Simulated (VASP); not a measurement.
# MgS (Cm) in VASP: a series of runs

Runs on MgS. Level: PBEsol. Tasks: single point.

Program: VASP 6.6.1. These are calculated values, not measurements. Logs are shortened: lines on timing, memory, paths and dates and some standing lists are left out, and cuts for length are marked.

**1. The cell of the first run**

Symmetry: Cm, No. 8, monoclinic system. Conventional cell: a = 6.940 Å, b = 4.007 Å, c = 4.007 Å, α = 90.00°, β = 125.26°, γ = 90.00°. Mg (site symmetry m) is surrounded by 4 S at 2.33 to 2.58 Å. S (site symmetry m) is surrounded by 4 Mg at 2.33 to 2.58 Å.

The cell comes from a database or a generator and needn't be the stable form of this composition.

**2. Single point, PBEsol (all Mg atoms moved -0.150 Å, as atom 1 along Cartesian [1 1 0])**

INCAR

```
PREC = Accurate
ENCUT = 520
EDIFF = 1E-6
ISMEAR = 0
SIGMA = 0.05
LREAL = F
LASPH = T
NELM = 100
ALGO = Normal
ISIF = 2
LWAVE = F
LCHARG = T
GGA = PS
LELF = T
LVHAR = T
NBANDS = 11
```

KPOINTS

```
regular mesh
0
Gamma
  8 8 8
```

POSCAR

```
MgS
1.0
    0.0000000000      2.8331200468      2.8331200468
    2.8331200468      0.0000000000      2.8331200468
    2.8331200468      2.8331200468      0.0000000000
Mg S
1 1
Direct
    0.0000000000      0.0000000000     -0.0374378831
    0.7500000000      0.7500000000      0.7500000000
```

Potentials or basis: VASP PAW PBE potentials, release 64 (Mg, S).

The run is started by

```sh
> cat potpaw_PBE.64/Mg/POTCAR potpaw_PBE.64/S/POTCAR > POTCAR
> mpirun -np 1 vasp_std > vasp.out
```

OUTCAR:

```text
PREC = Accurate
   ENCUT = 520
   EDIFF = 1E-6
   ISMEAR = 0
   LREAL = F
   LASPH = T
   NELM = 100
   ISIF = 2
   GGA = PS

 ion  position               nearest neighbor table
   1  0.000  0.000  0.963-   2 2.33   2 2.46   2 2.46   2 2.58
   2  0.750  0.750  0.750-   1 2.33   1 2.46   1 2.46   1 2.58

  LATTYP: Found a face centered cubic cell.
 ALAT       =     5.6662400936

  Lattice vectors:

 A1 = (   0.0000000000,   2.8331200468,   2.8331200468)
 A2 = (   2.8331200468,   0.0000000000,   2.8331200468)
 A3 = (   2.8331200468,   2.8331200468,   0.0000000000)

Analysis of symmetry for initial positions (statically):
=====================================================================
 Subroutine PRICEL returns:
 Original cell was already a primitive cell.

 Routine SETGRP: Setting up the symmetry group for a
 face centered cubic supercell.

 Subroutine GETGRP returns: Found  2 space group operations
 (whereof  2 operations were pure point group operations)
 out of a pool of 48 trial point group operations.

The static configuration has the point symmetry C_1h.

Analysis of symmetry for dynamics (positions and initial velocities):
=====================================================================
 Subroutine PRICEL returns:
 Original cell was already a primitive cell.

 Routine SETGRP: Setting up the symmetry group for a
 face centered cubic supercell.

 Subroutine GETGRP returns: Found  2 space group operations
 (whereof  2 operations were pure point group operations)
 out of a pool of 48 trial point group operations.

The dynamic configuration has the point symmetry C_1h.

 Subroutine INISYM returns: Found  2 space group operations
 (whereof  2 operations are pure point group operations),
 and found     1 'primitive' translations

----------------------------------------------------------------------------------------

                                     Primitive cell

  volume of cell :      45.4805

  direct lattice vectors                    reciprocal lattice vectors
     0.000000000  2.833120047  2.833120047    -0.176483874  0.176483874  0.176483874
     2.833120047  0.000000000  2.833120047     0.176483874 -0.176483874  0.176483874
     2.833120047  2.833120047  0.000000000     0.176483874  0.176483874 -0.176483874

  length of vectors
     4.006636794  4.006636794  4.006636794     0.305679036  0.305679036  0.305679036

  position of ions in fractional coordinates (direct lattice)
     0.000000000  0.000000000  0.962562117
     0.750000000  0.750000000  0.750000000

  ion indices of the primitive-cell ions
   primitive index   ion index
                 1           1
                 2           2

----------------------------------------------------------------------------------------

 KPOINTS: regular mesh

Automatic generation of k-mesh.
 Grid dimensions read from file:
 generate k-points for:    8    8    8

 Generating k-lattice:

  Cartesian coordinates                     Fractional coordinates (reciprocal lattice)
    -0.022060484  0.022060484  0.022060484     0.125000000  0.000000000  0.000000000
     0.022060484 -0.022060484  0.022060484     0.000000000  0.125000000  0.000000000
     0.022060484  0.022060484 -0.022060484     0.000000000  0.000000000  0.125000000

  Length of vectors
     0.038209879  0.038209879  0.038209879

  Shift w.r.t. Gamma in fractional coordinates (k-lattice)
     0.000000000  0.000000000  0.000000000

 Subroutine IBZKPT returns following result:
 ===========================================

 Found    150 irreducible k-points:

 Following reciprocal coordinates:
            Coordinates               Weight
  0.000000  0.000000  0.000000      1.000000
  0.125000  0.000000  0.000000      4.000000
  0.000000  0.000000  0.125000      2.000000
  0.125000  0.125000  0.125000      2.000000
  0.250000  0.000000  0.000000      4.000000
  0.000000  0.000000  0.250000      2.000000
[... 16 lines left out ...]
  0.375000  0.125000  0.000000      4.000000
  0.000000  0.375000  0.125000      4.000000
 [... further k-points ...]
   k-points           NKPTS =    150   k-points in BZ     NKDIM =    150   number of bands    NBANDS=     11
   number of dos      NEDOS =    301   number of ions     NIONS =      2
   total plane-waves  NPLWV =  27000
   dimension x,y,z NGX =    30 NGY =   30 NGZ =   30
   dimension x,y,z NGXF=    60 NGYF=   60 NGZF=   60
   ions per type =               1   1
   NGX,Y,Z   is equivalent  to a cutoff of  12.45, 12.45, 12.45 a.u.
   NGXF,Y,Z  is equivalent  to a cutoff of  24.90, 24.90, 24.90 a.u.
 SYSTEM =  unknown system
   PREC   = accura    normal or accurate (medium, high low for compatibility)
   ISTART =      0    job   : 0-new  1-cont  2-samecut
   ICHARG =      2    charge: 1-file 2-atom 10-const
   ISPIN  =      1    spin polarized calculation?
   LNONCOLLINEAR =      F non collinear calculations
   LSORBIT =      F    spin-orbit coupling
   LASPH  =      T    aspherical Exc in radial PAW
   ENCUT  =  520.0 eV  38.22 Ry    6.18 a.u.   7.45  7.45  7.45*2*pi/ulx,y,z
   NELM   =    100;   NELMIN=  2; NELMDL= -5     # of ELM steps
   EDIFF  = 0.1E-05   stopping-criterion for ELM
   LREAL  =      F    real-space projection
   EDIFFG = 0.1E-04   stopping-criterion for IOM
   NSW    =      0    number of steps for IOM
   IBRION =     -1    ionic relax: 0-MD 1-quasi-New 2-CG
   NFREE  =      0    steps in history (QN), initial steepest desc. (CG)
   ISIF   =      2    stress and relaxation
   ISYM   =      2    0-nonsym 1-usesym 2-fastsym
   POTIM  = 0.5000    time-step for ionic-motion
   TEBEG  =    0.0;   TEEND  =   0.0 temperature during run
   PSTRESS=    0.0 pullay stress
   NELECT =       8.0000    total number of electrons
   NUPDOWN=      -1.0000    fix difference up-down
   EMIN   =  10.00;   EMAX   =-10.00  energy-range for DOS
   EFERMI =   0.00;   METHOD = LEGACY
   ISMEAR =     0;   SIGMA  =   0.05  broadening in eV -4-tet -1-fermi 0-gaus
   EFERMI_NEDOS =   21; number of points for ismear=-14 and -15
   IALGO  =     38    algorithm
   IMIX   =      4    mixing-type and parameters
     AMIX     =   0.40;   BMIX     =  1.00
     AMIX_MAG =   1.60;   BMIX_MAG =  1.00
  volume/ion in A,a.u.               =      22.74       153.46
  Fermi-wavevector in a.u.,A,eV,Ry     =   0.917269  1.733386 11.447692  0.841382
  Thomas-Fermi vector in A             =   2.042218
   LORBIT       =      0    0 simple, 1 ext, 2 COOP (PROOUT), +10 PAW based schemes
   GGA     = PS    functional components
   LHFCALC =     F    Hartree Fock is set to
   AEXX    =    0.0000 exact exchange contribution
   IVDW    =     0    specifies the selected vdW correction
   LEPSILON=     F    determine dielectric tensor
   LRPA    =     F    only Hartree local field effects (RPA)
 non-spin polarized calculation
 Gauss-broadening in eV      SIGMA  =   0.05
  energy-cutoff  :      520.00
  volume of cell :       45.48
 maximum number of plane-waves:      1243
 NGX is ok and might be reduce to    30
   NGX = 15   NGY = 15   NGZ = 15

 number of electron       8.0000001 magnetization

 Free energy of the ion-electron system (eV)
  ---------------------------------------------------
  ext. energy  EPLUGINS =         0.00000000
  ---------------------------------------------------
  free energy    TOTEN  =        -8.85432310 eV

  energy without entropy =       -8.85432310  energy(sigma->0) =       -8.85432310

 E-fermi :   1.3909     XC(G=0):  -8.5665

 val. band max:        1.1658367032   @ k =   0.0000   0.0000   0.0000
 cond. band min:       4.2597021653   @ k =   0.0000   0.0000   0.0000
 fundamental gap:      3.0938654620
 Fermi energy:         1.3909270951

 k-point     1 :       0.0000    0.0000    0.0000
  band No.  band energies     occupation
      1     -10.2802      2.00000
      2       0.7951      2.00000
      3       0.9874      2.00000
      4       1.1658      2.00000
      5       4.2597      0.00000
      6       8.8361      0.00000
      7       8.8527      0.00000
      8       8.9100      0.00000
      9      11.7661      0.00000
     10      11.8073      0.00000
     11      14.3374      0.00000

 k-point     2 :       0.1250    0.0000    0.0000
  band No.  band energies     occupation
      1     -10.1920      2.00000
      2       0.2663      2.00000
      3       0.7909      2.00000
      4       1.0859      2.00000
      5       4.9344      0.00000
      6       8.6130      0.00000
      7       8.9998      0.00000
      8       9.1349      0.00000
      9      11.2778      0.00000
     10      11.3295      0.00000
     11      13.8461      0.00000

 k-point     3 :       0.0000    0.0000    0.1250
  band No.  band energies     occupation
      1     -10.1938      2.00000
      2       0.4233      2.00000
      3       0.7628      2.00000
      4       0.9351      2.00000
      5       4.9545      0.00000
      6       8.6481      0.00000
      7       8.9539      0.00000
      8       9.0738      0.00000
      9      11.3440      0.00000
     10      11.3994      0.00000
     11      13.7684      0.00000

 k-point     4 :       0.1250    0.1250    0.1250
  band No.  band energies     occupation
      1     -10.1904      2.00000
      2       0.1299      2.00000
      3       0.9328      2.00000
      4       1.1012      2.00000
      5       4.9135      0.00000
      6       8.6814      0.00000
      7       9.0628      0.00000
      8       9.0714      0.00000
      9      11.2205      0.00000
     10      11.2322      0.00000
     11      13.9685      0.00000
[... 239 lines left out ...]
 k-point    22 :       0.2500    0.2500    0.1250
  band No.  band energies     occupation
      1      -9.9762      2.00000
      2      -0.7381      2.00000
      3       0.6356      2.00000
      4       0.8397      2.00000
      5       5.9304      0.00000
      6       8.0219      0.00000
      7       9.0747      0.00000
      8       9.7026      0.00000
      9      10.3082      0.00000
     10      12.0039      0.00000
     11      14.3318      0.00000

 k-point    23 :       0.3750    0.1250    0.0000
  band No.  band energies     occupation
      1      -9.7306      2.00000
      2      -1.5285      2.00000
      3       0.3732      2.00000
      4       0.6280      2.00000
      5       6.3574      0.00000
      6       8.0164      0.00000
      7       8.8311      0.00000
      8       9.4141      0.00000
      9      11.6072      0.00000
     10      13.2666      0.00000
     11      13.8170      0.00000

 k-point    24 :       0.0000    0.3750    0.1250
  band No.  band energies     occupation
      1      -9.7294      2.00000
      2      -1.5483      2.00000
      3       0.3961      2.00000
      4       0.6284      2.00000
      5       6.3326      0.00000
      6       8.0073      0.00000
      7       8.8780      0.00000
      8       9.4605      0.00000
      9      11.6252      0.00000
     10      13.1314      0.00000
     11      13.8367      0.00000

 [... further k-points ...]

------------------------ aborting loop because EDIFF is reached ----------------------------------------

  FORCE on cell =-STRESS in cart. coord.  units (eV):
  Direction    XX          YY          ZZ          XY          YZ          ZX
  --------------------------------------------------------------------------------------
  -------------------------------------------------------------------------------------
  Total       -0.0319936     -0.0319936      0.0838205      0.1759313      0.6566982      0.6566982
  in kB       -1.1270634     -1.1270634      2.9528114      6.1976745     23.1340407     23.1340407
  external PRESSURE =       0.2328948 kB  Pullay stress =       0.0000000 kB

 VOLUME and BASIS-vectors are now :
 -----------------------------------------------------------------------------
  energy-cutoff  :      520.00
  volume of cell :       45.48
      direct lattice vectors                 reciprocal lattice vectors
     0.000000000  2.833120047  2.833120047    -0.176483874  0.176483874  0.176483874
     2.833120047  0.000000000  2.833120047     0.176483874 -0.176483874  0.176483874
     2.833120047  2.833120047  0.000000000     0.176483874  0.176483874 -0.176483874

 POSITION                                       TOTAL-FORCE (eV/Angst)
 -----------------------------------------------------------------------------------
      2.72705      2.72705      0.00000         0.598816      0.598816      0.219198
      4.24968      4.24968      4.24968        -0.598816     -0.598816     -0.219198
 -----------------------------------------------------------------------------------
    total drift:                               -0.000113     -0.000113      0.000008

  FREE ENERGIE OF THE ION-ELECTRON SYSTEM (eV)
  ---------------------------------------------------
  free  energy   TOTEN  =        -8.8543231001 eV

  energy  without entropy=       -8.8543231001  energy(sigma->0) =       -8.85432310
```

Run time: 68 s. Hardware: 1 thread of AMD EPYC 7R13 (Zen 3), shared host; peak memory 0.19 GiB.

What came out:

| Property | Result |
| --- | --- |
| Free energy | -8.8543 eV |
| Pressure | 0.0 GPa |
| Largest force | 0.875 eV/Å |
| Band gap on the k mesh | 3.09 eV, direct |

Forces in eV/Å, atoms in the order of the input:
```
Mg   0.599  0.599  0.219
S   -0.599 -0.599 -0.219
```

Stress tensor (GPa, compression positive):
```
-0.11  0.62  2.31
 0.62 -0.11  2.31
 2.31  2.31  0.30
```

Caveat: the PAW data sets were made with another functional, which shifts forces and pressure a little.

**3. Single point, PBEsol (all Mg atoms moved +0.075 Å, as atom 1 along Cartesian [1 1 0])**

INCAR

```
SYSTEM = MgS
ALGO = Normal
EDIFF = 1E-6
ENCUT = 520
GGA = PS
ISIF = 2
ISMEAR = 0
LASPH = .True.
LCHARG = .True.
LELF = .True.
LREAL = .False.
LVHAR = .True.
LWAVE = .False.
NBANDS = 11
NELM = 100
PREC = Accurate
SIGMA = 0.05
```

KPOINTS

```
k-points
0
Gamma
  8 8 8
  0 0 0
```

Edit POSCAR of step 2 so:

```diff
@@ -8,3 +8,3 @@
 Direct
-    0.0000000000      0.0000000000     -0.0374378831
+    0.0000000000      0.0000000000      0.0187189416
     0.7500000000      0.7500000000      0.7500000000
```

Potentials or basis: VASP PAW PBE potentials, release 64 (Mg, S).

The run is started by

```sh
> cat potpaw_PBE.64/Mg/POTCAR potpaw_PBE.64/S/POTCAR > POTCAR
> mpirun -np 1 vasp_std > vasp.out
```

Run time: 70 s. Hardware: 1 thread of AMD EPYC 7R13 (Zen 3), shared host; peak memory 0.19 GiB.

Results (log left out):

```yaml
Free_energy: -8.9015 eV
Pressure: -0.4 GPa
Largest_force: 0.419 eV/Å
Band_gap_on_the_k_mesh: 3.19 eV, direct
```

Forces in eV/Å, atoms in the order of the input:
```
Mg  -0.293 -0.293  0.054
S    0.293  0.293 -0.054
```

Stress tensor (GPa, compression positive):
```
-0.43  0.16 -1.13
 0.16 -0.43 -1.13
-1.13 -1.13 -0.33
```

Levels at points of the mesh, in eV from the valence-band top:
```csv
k point,band 2,band 3,band 4,band 5,band 6,band 7
"(0.00, 0.00, 0.00)",-0.19,-0.09,0.00,3.19,7.77,7.77
"(0.50, 0.00, 0.00)",-3.27,-0.49,-0.35,4.89,7.37,7.52
"(0.00, 0.00, 0.50)",-3.33,-0.42,-0.34,4.90,7.44,7.53
"(0.50, 0.50, 0.50)",-3.20,-0.50,-0.42,4.89,7.36,7.45
"(0.50, 0.50, 0.00)",-2.94,-1.14,-1.13,3.62,5.44,10.90
"(0.00, 0.50, 0.50)",-2.94,-1.19,-1.09,3.62,5.45,10.90
```

Caveat: the PAW data sets were made with another functional, which shifts forces and pressure a little.
